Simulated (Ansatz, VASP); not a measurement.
Si3N4: VASP beside Ansatz

```
Si N
1.0
     0.00000    3.83825    3.83825
     3.83825    0.00000    3.83825
     3.83825    3.83825    0.00000
Si N
6 8
Cartesian
  0.9596 0.9596 0.9596
  0.9596 2.8787 2.8787
  2.8787 2.8787 0.9596
  2.8787 0.9596 2.8787
  3.8382 3.8382 3.8382
  5.7574 5.7574 5.7574
  6.7724 6.7724 6.7724
  2.8233 4.8532 4.8532
  4.7424 4.7424 6.7724
  4.8532 2.8233 4.8532
  6.7724 4.7424 4.7424
  2.8233 2.8233 2.8233
  4.7424 6.7724 4.7424
  4.8532 4.8532 2.8233
```

Alike in both runs: functional PBE; k mesh 6 × 6 × 6; occupations fermi-dirac, width 0.02 eV; no spin polarisation.

Ansatz relaxed the structure, and its values are those at the end. VASP's run is a single point on that final structure, the one shown.

|  | VASP | Ansatz |
| --- | --- | --- |
| version | VASP 6.6.1 | Ansatz 0.2.0 |
| potentials or method | VASP PAW PBE potentials, release 64 (Si, N) | plane-wave PAW, scalar-relativistic |
| plane-wave cutoff (eV) | 520 | 420 |
| valence electrons in the cell | 64 | 64 |

```csv
,VASP,Ansatz,Ansatz less VASP
gap on the k mesh at the Fermi level (eV),3.51,3.52,+0.012
pressure (GPa),13.8,14.1,+0.21
rms of the force components (eV/Å),0.003,0.000,-0.0034
```

Ansatz warned: «stress_scf_threshold_loose».

A k mesh can miss the band edges. PBE gaps usually lie below the measured ones, often by a third to a half.
